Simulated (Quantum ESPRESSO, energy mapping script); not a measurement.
# MnS (Browneite): exchange couplings from total energies, part 3 of 3

How strongly do the moments of MnS (Browneite) couple under PBE+U (4 eV), QE, GBRV? The plan is to run several orders and fit a Heisenberg model.

PBE with U = 4 eV on Mn d, ortho-atomic projectors; plane waves, U on orthogonalised atomic orbitals unless named otherwise, collinear spin, no spin–orbit coupling.

So far. Step 9 (Order 8: uncompensated ++−, cell D of 6 atoms): The run ends ferrimagnetic, 54.49 meV a magnetic atom below the parallel order of its cell. Step 10 (Order 9: parallel, cell E of 6 atoms): The run ends ferromagnetic. For each magnetic atom its energy differs from the parallel run of the first cell by -1.21 meV, an error that one common reference would have brought in.

**11. Run 10 (uncompensated ++−; cell E, 6 atoms)**

Level of this step: PBE with U = 4 eV on Mn d, ortho-atomic projectors, GBRV potentials (Quantum ESPRESSO).

This order reverses 5.33 of the 12 neighbours at 3.96 Å, 1.33 of the 6 neighbours at 5.60 Å and 16 of the 24 neighbours at 6.86 Å, counted for an average magnetic atom.

pw.in

```
&control
  calculation = 'scf'
  prefix = 'pw'
  outdir = './tmp/'
  pseudo_dir = './pseudo/'
  verbosity = 'low'
/
&system
  ibrav = 0
  nat = 6
  ntyp = 3
  ecutwfc = 45
  ecutrho = 360
  nbnd = 49
  occupations = 'smearing'
  smearing = 'fd'
  degauss = 0.00367493
  nspin = 2
  starting_magnetization(1) = 0.3000
  starting_magnetization(2) = -0.3000
/
&electrons
  conv_thr = 1.5e-08
  electron_maxstep = 120
  mixing_beta = 0.3
  mixing_mode = 'plain'
/
ATOMIC_SPECIES
  Mn1 54.9380 Mn.upf
  Mn2 54.9380 Mn.upf
  S 32.0600 S.upf
CELL_PARAMETERS angstrom
  0.00000000 2.80000000 2.80000000
  0.00000000 2.80000000 -2.80000000
  -8.40000000 -2.80000000 0.00000000
ATOMIC_POSITIONS crystal
  Mn1 0.00000000 0.00000000 0.00000000
  Mn1 0.33333333 0.33333333 0.66666667
  Mn2 0.66666667 0.66666667 0.33333333
  S 0.41666667 0.91666667 0.83333333
  S 0.75000000 0.25000000 0.50000000
  S 0.08333333 0.58333333 0.16666667
K_POINTS automatic
  6 6 6 0 0 0
HUBBARD {ortho-atomic}
U Mn1-3d 4
U Mn2-3d 4
```

The run is started by

```sh
> OMP_NUM_THREADS=1 mpirun -n 4 pw.x -nk 4 -in pw.in > pw.out
```

The log of the run:

```text
[banner, memory and clock lines left out]
Program PWSCF v.7.5 starts
[...]
unit-cell volume          =     888.8366 (a.u.)^3
     number of atoms/cell      =            6
[...]
number of electrons       =        63.00
     number of Kohn-Sham states=           49
     kinetic-energy cutoff     =      45.0000  Ry
     charge density cutoff     =     360.0000  Ry
[...]
The total energy is F=E-TS. E is the sum of the following terms:
     one-electron contribution =    -473.34145082 Ry
     hartree contribution      =     252.99850157 Ry
     xc contribution           =    -105.64113063 Ry
     ewald contribution        =    -380.15641294 Ry
     Hubbard energy            =       0.14180281 Ry
     total magnetization       =     5.00 Bohr mag/cell
     absolute magnetization    =    14.63 Bohr mag/cell
     convergence has been achieved in  11 iterations
[key lines of the parts left out:]
!    total energy              =    -705.99869001 Ry
the Fermi energy is     7.5441 ev
```

Elapsed: 73 s, on 4 MPI ranks of Arm Neoverse V2, shared host; peak memory 1 GiB; 4.9 min of CPU time.

The run ends ferrimagnetic, 71.20 meV a magnetic atom below the parallel order of its cell.

**12. The fit**

Each energy difference is a sum of couplings weighted by the pairs that the order reverses. A few near shells are fitted to the differences by least squares. Energies are those extrapolated to zero occupation width, not the free energies F.

The orders that converged (zero: parallel moments in the same cell):

```
                      order  atoms  energy (meV a magnetic atom)  moments (μB)  moments kept as typed  opposed neighbours at 3.96, 5.60, 6.86 Å
         parallel in cell A      4                          0.00          4.36                    yes                                   0, 0, 0
   compensated +− in cell A      4                       -104.08          4.29                    yes                                  8, 0, 16
         parallel in cell B      4                          0.00          4.36                    yes                                   0, 0, 0
   compensated +− in cell B      4                        -80.04          4.31                    yes                                  6, 6, 12
         parallel in cell C      6                          0.00          4.36                    yes                                   0, 0, 0
uncompensated ++− in cell C      6                        -88.63  4.27 to 4.32                    yes                             6.67, 2.67, 8
         parallel in cell D      6                          0.00          4.36                    yes                                   0, 0, 0
uncompensated ++− in cell D      6                        -54.49  4.31 to 4.34                    yes                                  4, 4, 12
         parallel in cell E      6                          0.00          4.36                    yes                                   0, 0, 0
uncompensated ++− in cell E      6                        -71.20  4.29 to 4.33                    yes                            5.33, 1.33, 16
```

Fitted to E = −Σ J e·e over ordered pairs of unit vectors (J > 0 favours parallel moments):

```
 pair  distance (Å)  neighbours  J (meV)
Mn–Mn          3.96          12    -6.47
Mn–Mn          5.60           6   -0.183
Mn–Mn          6.86          24  -0.0373
```

Adding the shell at 7.92 Å gives -6.4, -0.17, -0.032 and -0.10 meV and a mean-field temperature of 198 K.

In mean field these couplings order at 195 K, and give a Curie–Weiss temperature of -616 K.

**13. Monte Carlo**

Mean field ignores fluctuations and overstates the ordering temperature, so the model is also sampled. The heat capacity peaks where order sets in.

Classical unit spins with these couplings on 8×8×4 copies of a cell that holds the lowest order (512 spins), heat-bath sweeps, cooled from random directions, 1009 sweeps to settle and 3027 measured at each temperature, averaged over 4 runs.

```
T (K)  order along the lowest pattern  net moment  heat capacity (k_B a spin)
 23.4                            0.19        0.01                        1.03
 40.0                            0.26        0.01                        1.08
 65.0                            0.19        0.01                        1.71
 81.6                            0.11        0.01                        1.08
 98.2                            0.09        0.01                        0.86
  123                            0.08        0.02                        0.65
  140                            0.07        0.02                        0.57
  156                            0.07        0.02                        0.50
  173                            0.07        0.02                        0.43
  198                            0.06        0.02                        0.36
  215                            0.06        0.02                        0.32
```

The smoothed heat capacity peaks at 62.8 K. The order column follows one pattern alone; equivalent domains or another pattern share the rest.

**14. Results**

```yaml
lowest_order_tried: compensated +− in cell A
largest_fitted_value_mn_mn_at_3p96_a: -6.47 meV
ordering_temperature_mean_field: 195 K
heat_capacity_peak_monte_carlo: 62.8 K
```

**Reading.** Of the orders tried, MnS (Browneite) prefers the order “compensated +− in cell A” under PBE+U (4 eV), QE, GBRV, with 8 of 12 neighbours at 3.96 Å, 0 of 6 neighbours at 5.60 Å and 16 of 24 neighbours at 6.86 Å opposed, and the heat capacity of the fitted model peaks near 63 K (Monte Carlo, classical spins). The model's best pattern is not among the orders that were run. The largest fitted coupling is the Mn–Mn pair at 3.96 Å, antiferromagnetic at -6.5 meV, across a ligand at about 109°. The orders also reverse pairs at 7.92 Å, which are not fitted, so the fitted values hold their part too. With 5 differences for 3 couplings the fit misses by 0.78 meV at most, a small part of the spread. In the fitted orders moments change by up to 2.2 % against the parallel run of the same cell, so their size stays put. Monte Carlo puts the peak at 0.32 of the mean-field temperature, low enough to point to frustration or weakly coupled layers or chains. In tests on simple cubic and body-centred models such peaks lay 5 to 6 % under the bulk value. On cooling, the order along the one computed pattern stays at or under 0.26: the model settles in an equivalent domain, a degenerate mixture or another order. The Curie–Weiss temperature is 9.8 times the peak temperature in size, a mark of frustration. The parallel order holds 5 μB a magnetic atom, spin 2.5; the common factor (S+1)/S would raise the classical 62.8 K to 87.9 K, a correction that often overshoots.

[Logs and program files are shortened in this print: banners, set-up blocks, solver, clock and traceback lines can be left out without a mark of their own.]

[Logs are printed without paths, hosts, clocks, repeated set-up lines and the standing remarks that a program may print on its own settings, such as how far it seeks lower states.]

[Hosts, paths, dates, database ids (printed as entryN), source tags and the programs' standing remarks are cut or masked in the printed files.]

[Where a cell is said to come from a database of computed structures, the database is the Materials Project.]
